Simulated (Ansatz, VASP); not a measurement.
HfO2 in VASP and in Ansatz

```xyz
3
Lattice="0.0000 2.8930 2.5575 2.5575 0.0000 2.5575 2.5575 2.8930 0.0000" Properties=species:S:1:pos:R:3 pbc="T T T"
Hf    0.0000    0.0000    0.0000
O     1.2788    1.4465    1.2788
O     3.8363    4.3396    3.8363
```

Change from the starting cell: strain +0.1312 x Voigt [0, 1, 0, 0, 0, 0], atoms carried along.

Alike in both runs: task single point; functional PBE; k mesh 8 × 8 × 8; occupations gaussian, width 0.05 eV; no spin polarisation.

|  | VASP | Ansatz |
| --- | --- | --- |
| version | VASP 6.6.1 | Ansatz 0.2.0 |
| potentials or method | VASP PAW PBE potentials, release 64 (Hf_pv, O) | scalar-relativistic, plane waves, PAW |
| plane-wave cutoff (eV) | 520 | 420 |
| valence electrons in the cell | 22 | 38 |

VASP gave:

```
gap on the k mesh at the Fermi level (eV)       : 1.88
least direct gap on the mesh (eV)               : 2.37
pressure (GPa)                                  : -26.6
largest component of the traceless stress (GPa) : 32.76
```

Which values does Ansatz return?

gap on the k mesh at the Fermi level (eV): 1.90; least direct gap on the mesh (eV): 2.39; pressure (GPa): -24.2; largest component of the traceless stress (GPa): 32.41.

With one functional, cell and mesh, what is left measures potentials, basis and numerics. The two sets of potentials don't hold the same shells in valence.

Caveats: so large a pressure means that the cell lies far from this level's equilibrium, or that cutoff or potentials fall short (VASP); spin-orbit coupling is left out, which moves the levels of the heavy elements. A k mesh can miss the band edges.
